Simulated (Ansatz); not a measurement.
**TiAl: a vibration from a frozen displacement**

The calculation used DFT r2SCAN, scalar-relativistic, plane waves, PAW in Ansatz. Cutoff 500 eV, Γ-centred 16×16×12 k-points, Gaussian smearing of 0.15 eV. No spin polarisation. Energies are free energies at this smearing, counted from the undisturbed cell; pressure is positive in compression.

The starting cell (as given, not relaxed at this level; it stands at -2.0 GPa, and it needn't be the usual structure):

```xyz
2
Lattice="2.8373 0.0000 0.0000 0.0000 2.8373 0.0000 0.0000 0.0000 4.0591" Properties=species:S:1:pos:R:3 pbc="T T T"
Ti    0.0000    0.0000    0.0000
Al    1.4186    1.4186    2.0295
```

Every Al atom is moved by x along the Cartesian unit vector (-1.000, 0.000, 0.000); the cell and all other atoms stay fixed. The cell's volume is 32.68 Å³; the moved atoms weigh 26.982 u together and the others 47.867 u. Some rows repeat others by symmetry and weren't run.

| x (Å) | ΔE (meV/cell) | total force on the moved atoms along the move (eV/Å) | pressure (GPa) |
| --- | --- | --- | --- |
| -0.1000 | 23.76 | 0.4739 | -1.7804 |
| -0.0875 | 18.20 | 0.4152 | -1.8394 |
| -0.0750 | 13.38 | 0.3563 | -1.8906 |
| -0.0625 | 9.30 | 0.2972 | -1.9339 |
| -0.0500 | 5.95 | 0.2379 | -1.9695 |
| -0.0375 | 3.35 | 0.1786 | -1.9971 |
| -0.0250 | 1.49 | 0.1191 | -2.0169 |
| -0.0125 | 0.37 | 0.0596 | -2.0288 |
| 0.0000 | 0.00 | 0.0000 | -2.0327 |
| 0.0125 | 0.37 | -0.0596 | -2.0288 |
| 0.0250 | 1.49 | -0.1191 | -2.0169 |
| 0.0375 | 3.35 | -0.1786 | -1.9971 |
| 0.0500 | 5.95 | -0.2379 | -1.9695 |
| 0.0625 | 9.30 | -0.2972 | -1.9339 |
| 0.0750 | 13.38 | -0.3563 | -1.8906 |
| 0.0875 | 18.20 | -0.4152 | -1.8394 |
| 0.1000 | 23.76 | -0.4739 | -1.7804 |

Q: What frequency belongs to this motion?

A: The force constant is k = −dF/dx = 4.768 eV/Å², from the parabola through x = -0.0125, 0 and 0.0125. In every cell the moved atoms swing against the rest, so the mass is μ = m₁m₂/(m₁ + m₂) = 17.255 u, and ν̃ = 521.5 cm⁻¹ × √(|k|/μ) = 274 cm⁻¹, at this cell's pressure of -2.0 GPa. To first order in x, and within 1 %, the force on every atom lies along the move and, within each of the two groups, in proportion to the atom's mass, so this is itself a mode at the zone centre of this cell.

Q: How far does the harmonic law reach?

A: At x = -0.100 Å, kx²/2 = 23.84 meV against the computed 23.76 meV (-0.3 %): the well is still close to harmonic there.

In a metal these slopes depend on the k mesh and the smearing.